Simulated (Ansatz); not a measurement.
Runs of Ansatz 0.2.0 on SnO2. The structure is trigonal, space group R-3m (No. 166). Conventional cell: a = 3.234 Å, b = 3.234 Å, c = 14.402 Å, α = 90.00°, β = 90.00°, γ = 120.00°. Sn (site symmetry -3m) is surrounded by 6 O at 2.13 Å. O (site symmetry 3m) is surrounded by 3 Sn at 2.13 Å. Measurements of this composition are mostly on another form, of space group No. 136.

| cell | target pressure (GPa) | gap on the mesh (eV) | pressure (GPa) |
| --- | --- | --- | --- |
| relaxed to 10 GPa | 10 | 1.31 | 10.0 |
| relaxed to 20 GPa | 20 | 0.73 | 20.0 |
| relaxed to 5 GPa | 5 | (a) | 5.0 |
| relaxed to 30 GPa | 30 | 1.08 | 30.0 |

Alike in all rows: task relaxation of cell and atoms; level PBE; potentials or basis Ansatz PAW; no spin polarisation; k mesh 10 × 10 × 10; cutoff (eV) 420; smearing fermi-dirac 0.05 eV.

Estimate the missing entries.

(a) 1.45.

Caveats: the plane-wave basis is chosen anew once the cell has moved, so the energies of steps on either side of that aren't comparable; spin-orbit coupling is left out, which moves the levels of the heavy elements.

A k mesh can miss the band edges, and the runs leave out spin-orbit coupling on Sn.
